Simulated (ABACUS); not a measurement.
Runs of ABACUS 3.10.1 on BAs. Symmetry: F-43m, No. 216, cubic system. The conventional cell has a = 4.777 Å, b = 4.777 Å, c = 4.777 Å, α = 90.00°, β = 90.00°, γ = 90.00°. As (site symmetry -43m) is surrounded by 4 B at 2.07 Å. B (site symmetry -43m) has 4 As at 2.07 Å as nearest neighbours. 

```tsv
level	potentials or basis	k mesh	cutoff (eV)	SCF threshold on the density	eigensolver	share of exact exchange	screening of the exchange	threshold of the auxiliary basis	mesh quality	gap on the mesh (eV)
HSE-type (share 0.1, screening 0.11/bohr)	PseudoDojo NC SR 0.4.1 PBE standard, DZP LCAO (the cutoffs set its grid)	4 × 4 × 4	1361	1e-07	genelpa	0.1	0.11 1/bohr	0.001	coarse	1.88
PBEsol	PseudoDojo NC SR 0.4.1 PBEsol standard, plane waves	10 × 10 × 10	1143	1e-08	dav	-	-	-	not flagged	1.10
HSE-type (share 0.25, screening 0.11/bohr)	PseudoDojo NC SR 0.4.1 PBE standard, DZP LCAO (the cutoffs set its grid)	4 × 4 × 4	1361	1e-07	genelpa	0.25	0.11 1/bohr	0.001	coarse	2.44
HSE-type (share 0.4, screening 0.11/bohr)	PseudoDojo NC SR 0.4.1 PBE standard, DZP LCAO (the cutoffs set its grid)	4 × 4 × 4	1361	1e-07	genelpa	0.4	0.11 1/bohr	0.001	coarse	(a)
```

Alike in all rows: task single point; no spin polarisation; cell as given; smearing fermi-dirac 0.05 eV.

Task: Estimate the missing entries.

Result: (a) 3.03.

Caveats: some runs use coarse meshes; the atomic orbitals were generated for these runs and aren't a published set (some runs); the hybrid runs on potentials with a model core (some runs); gaps of hybrids in this basis differ from plane-wave ones by up to 0.1 eV (some runs); the basis of atomic orbitals isn't converged, which shifts pressures, moduli and gaps (some runs).

A k mesh can miss the band edges, and the runs leave out spin-orbit coupling on As.

Runs at the PBE level aren't shown here.
